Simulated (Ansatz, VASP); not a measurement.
## One calculation of SiC, two programs

INCAR

```
SYSTEM = SiC
PREC     = Accurate       ! precision mode
ENCUT    = 520            ! plane-wave cutoff, eV
EDIFF    = 1E-7           ! SCF threshold, eV
ISMEAR   = 0              ! smearing method
SIGMA    = 0.05           ! smearing width, eV
LREAL    = .FALSE.        ! projectors in reciprocal space
LASPH    = .TRUE.         ! aspherical terms in the spheres
NELM     = 100            ! most SCF steps
ALGO     = Normal         ! electronic algorithm
ISIF     = 2              ! what is computed and relaxed
LWAVE    = .FALSE.        ! write WAVECAR
LCHARG   = .FALSE.        ! write CHGCAR
GGA      = PE             ! functional
NBANDS   = 11             ! bands
```

KPOINTS

```
Automatic mesh
0
G
  12 12 12
  0 0 0
```

File POSCAR:

```
SiC
1.0
    0.0000000000      2.1874600342      2.1874600342
    2.1874600342      0.0000000000      2.1874600342
    2.0751704191      2.0751704191      0.1122896151
Si C
1 1
Direct
    0.0000000000      0.0000000000      0.0000000000
    0.7500000000      0.7500000000      0.7500000000
```

Input for Ansatz:

```yaml
crystal:
  lattice:
    - [0.0, 2.1874600342, 2.1874600342]
    - [2.1874600342, 0.0, 2.1874600342]
    - [2.0751704191, 2.0751704191, 0.1122896151]
  atoms:
    - { symbol: Si, position: [0.0, 0.0, 0.0] }
    - { symbol: C, position: [0.75, 0.75, 0.75] }
basis:
  ecutwfc: 520.0
kpoints:
  mp_grid: { grid: [12, 12, 12] }
hamiltonian:
  xc: pbe
  pseudopotentials: { kind: paw, azcp: { folder: soft_1 } }
scf:
  occupations: { method: gaussian, width: 0.05 }
output:
  forces: true
  stress: true
  eigenvalues: true
```

Alike in both runs: task single point; functional PBE; k mesh 12 × 12 × 12; occupations gaussian, width 0.05 eV; no spin polarisation.

|  | VASP | Ansatz |
| --- | --- | --- |
| version | VASP 6.6.1 | Ansatz 0.2.0 |
| potentials or method | VASP PAW PBE potentials, release 64 (Si, C) | scalar-relativistic, plane waves, PAW |
| plane-wave cutoff (eV) | 520 | 520 |
| valence electrons in the cell | 8 | 8 |

|  | VASP | Ansatz | Ansatz less VASP |
| --- | --- | --- | --- |
| gap on the k mesh at the Fermi level (eV) | 0.91 | 0.92 | +0.009 |
| least direct gap on the mesh (eV) | 3.98 | 4.00 | +0.014 |
| pressure (GPa) | 23.2 | 23.3 | +0.12 |
| largest component of the traceless stress (GPa) | 18.74 | 18.69 | -0.050 |
| rms of the force components (eV/Å) | 0.888 | 0.891 | +0.0024 |

Atom by atom the forces differ by 0.002 eV/Å (rms over components). With one functional, cell and mesh, what is left measures potentials, basis and numerics.

Caveats: so large a pressure means that the cell lies far from this level's equilibrium, or that cutoff or potentials fall short (VASP); forces of over 1 eV/Å show positions far from the minimum, so gaps and moduli don't describe the material at rest. A k mesh can miss the band edges.
